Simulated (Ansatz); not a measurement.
Runs of Ansatz 0.2.0 on Al. The structure is hexagonal, space group P6_3/mmc (No. 194). The conventional cell has a = 2.812 Å, b = 2.812 Å, c = 4.867 Å, α = 90.00°, β = 90.00°, γ = 120.00°. Al (site symmetry -6m2) has 12 Al at 2.81 to 2.93 Å as nearest neighbours. This isn't the form of Al at room conditions, which is fcc.

```tsv
level	gap on the mesh (eV)	pressure (GPa)	relaxed volume (Å³/atom)
PBE+D3(BJ)	none	0.0	15.93
PBE+D4	none	0.0	15.97
PBE	none	0.0	(a)
PBE+D3(BJ)-ATM	none	0.0	15.99
```

Alike in all rows: task relaxation of cell and atoms; potentials or basis Ansatz PAW; no spin polarisation; cell relaxed; k mesh 11 × 11 × 6; cutoff (eV) 420; smearing fermi-dirac 0.05 eV.

Fill in the values left out.

(a) 16.63.

Caveats: the plane-wave basis is chosen anew once the cell has moved, so the energies of steps on either side of that aren't comparable; pairwise dispersion overbinds metals, which lowers pressure and volume (some runs).

A gap of «none» marks a metal or a gap under the smearing width.
